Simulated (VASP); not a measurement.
A run of VASP 6.6.1 is set up as follows.

INCAR

```
PREC     = Accurate       # precision mode
ENCUT    = 520            # plane-wave cutoff, eV
EDIFF    = 1E-7           # SCF threshold, eV
ISMEAR   = 0              # smearing method
SIGMA    = 0.02           # smearing width, eV
LREAL    = F              # projectors in reciprocal space
LASPH    = T              # aspherical terms in the spheres
NELM     = 100            # most SCF steps
ALGO     = Fast           # electronic algorithm
ISIF     = 2              # what is computed and relaxed
LWAVE    = F              # write WAVECAR
LCHARG   = T              # write CHGCAR
GGA      = PS             # functional
LELF     = T              # ELF
LVHAR    = T            
NBANDS   = 16             # bands
```

Contents of KPOINTS:

```
Automatic mesh
0
Gamma
  8 8 8
```

File POSCAR:

```
AgI
1.0
    0.0000000000      3.2250960262      3.2250960262
    3.2250960262      0.0000000000      3.2250960262
    3.2250960262      3.2250960262      0.0000000000
Ag I
1 1
Direct
    0.0000000000      0.0000000000      0.0000000000
    0.2500000000      0.2500000000      0.2500000000
```

Potentials or basis: VASP PAW PBE potentials, release 64 (Ag, I).

Command:

```bash
$ cat potpaw_PBE.64/Ag/POTCAR potpaw_PBE.64/I/POTCAR > POTCAR
$ mpirun -np 1 vasp_std > vasp.out
```

Q: Estimate the pressure.

A: -0.1 GPa.

Q: What does it give for the band gap on the k mesh?

A: 1.20 eV, direct.

Caveat: the PAW data sets were made with another functional, which shifts forces and pressure a little; spin-orbit coupling is left out, which moves the levels of the heavy elements. A hybrid or GW would open this gap; PBEsol tends to underestimate it.
